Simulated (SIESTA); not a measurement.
Crystal: Nb.

```
Nb
1.0
     0.00000    2.11500    2.11500
     2.11500    0.00000    2.11500
     2.11500    2.11500    0.00000
Nb
1
Direct
  0.00000 0.00000 0.00000
```

This isn't the form of Nb at room conditions, which is bcc.

Base run:

| Property | Result |
| --- | --- |
| Program | SIESTA 5.4.2 |
| Functional | LDA |
| Potentials or basis | PseudoDojo 0.4 standard (LDA files) |
| Basis | DZP (energy shift 0.003 Ry; two zetas on semicore shells) |
| Grid cutoff | 800 Ry |
| Energy shift | 0.003 Ry |
| k mesh | 11 × 11 × 11 |
| Occupations | fermi-dirac, width 0.05 eV |
| Spin | no spin polarisation |

Its results: band gap on the k mesh none (metal or under the smearing width); pressure -9.6 GPa.

Q: The run is repeated on the same cell with these changes: functional from LDA to PBEsol; potentials or basis from PseudoDojo 0.4 standard (LDA files) to PseudoDojo 0.4 standard (PBEsol files). What comes out?

A: Band gap on the k mesh none (metal or under the smearing width); pressure -6.1 GPa.

Caveats: the basis of atomic orbitals isn't converged, which shifts pressures, moduli and gaps.
